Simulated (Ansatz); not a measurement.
## Cu under changes of volume

One of the cells (11.810 Å³/atom); the others are scaled copies at fixed shape and fractional positions:

```
Cu
1.0
     0.00000    1.80750    1.80750
     1.80750    0.00000    1.80750
     1.80750    1.80750    0.00000
Cu
1
Direct
  0.00000 0.00000 0.00000
```

```yaml
Program: Ansatz 0.2.0
Functional: HISS
Potentials_or_basis: Ansatz PAW
Cutoff: "420 eV (not typed: the program's choice for these potentials)"
k_mesh: 7 × 7 × 7
Occupations: fermi-dirac, width 0.05 eV
Spin: no spin polarisation
```

```csv
volume (Å³/atom),energy over the lowest point (meV/atom),pressure (GPa)
11.102,25.69,11.0
11.338,12.17,7.3
11.574,3.80,4.1
11.810,0.00,1.2
12.047,0.13,-1.3
12.283,?,?
12.519,10.69,-5.6
```

Problem. What does the run at 12.283 Å³/atom give?

Solution. Energy over the lowest point 3.81 meV/atom; pressure -3.6 GPa.

Worked out: A Birch-Murnaghan fit of order 3 (a polynomial in V^(-2/3)) to the other rows has its minimum at 11.92 Å³/atom with B0 = V·E''(V) = 130 GPa and B' = 5.3. It gives 3.86 meV/atom at 12.283 Å³/atom, against the run's 3.81, and -dE/dV = -3.6 GPa, against -3.6.

Energies are extrapolated to zero smearing.

Caveats: all runs use coarse meshes; the PAW data sets come from PBE, with cores solved anew for the run's functional, which leaves a small shift of forces and pressure; the thresholds are loose for stress.
